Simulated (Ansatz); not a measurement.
Input and command of a plane-wave DFT calculation in Ansatz:

```yaml
crystal:
  lattice:
    - [3.237657302, 0.0, 0.0]
    - [-1.618828651, 2.8038934723, 0.0]
    - [0.0, 0.0, 5.0452749958]
  atoms:
    - { symbol: Hf, position: [0.0, 0.0, 0.0] }
    - { symbol: S, position: [0.6666666667, 0.3333333333, 0.6991887842] }
    - { symbol: S, position: [0.3333333333, 0.6666666667, 0.3008112158] }
basis:
  ecutwfc: 420
kpoints:
  mp_grid: { grid: [18, 18, 8] }
hamiltonian:
  xc: lda
scf:
  occupations: { method: fermi_dirac, width: 0.15 }
output:
  forces: true
  stress: true
  eigenvalues: true
relax:
  adjacent_minimum: "off"
  f_tol: 0.001
  max_steps: 60
  cell: { stress_tol: 0.02, p_target: 30.0 }
```

```bash
ansatz run input.yaml --threads 1 --pin off --max-ram 3072MiB --backend cpu --events-out ev --progress --plain --runs-dir out
```

Processor: Intel(R) Xeon(R) 6975P-C (Granite Rapids), 1 thread, on a host shared with other jobs.

**Question.** How long does it run, and how much memory does it take?

**Answer.** About 42 s on 1 thread of Intel(R) Xeon(R) 6975P-C (Granite Rapids) (shared host), peak memory 0.57 GiB. It solves 23 bands at 266 k points (the mesh reduced by the symmetry that the task leaves, which can be less than the crystal's) with about 905 plane waves (on the last cell), in 36 SCF iterations over 6 ionic steps.
